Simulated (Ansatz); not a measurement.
The parent structure is LiI in the rock salt structure (space group Fm-3m, No. 225; a = 6.018 Å). Axes: x, y, z lie along the cube axes.

All numbers come from r2SCAN, PAW, 500 eV (Ansatz, a first-principles code; no spin-orbit coupling).

Base values:

| Quantity | Value |
|---|---|
| Volume per atom | 27.25 Å³ |

Modification: tensile biaxial strain of 1.46 % in the plane normal to [111], as in epitaxy on a mismatched substrate; the out-of-plane cell vector and the atoms relax.

Q: What does the calculation give for the energy relative to the base and volume per atom after the change?

A: The energy rises by 1.6 meV/atom; the volume per atom rises by 0.597 Å³ (27.25 Å³ → 27.84 Å³).

No phonon test of stability was made.
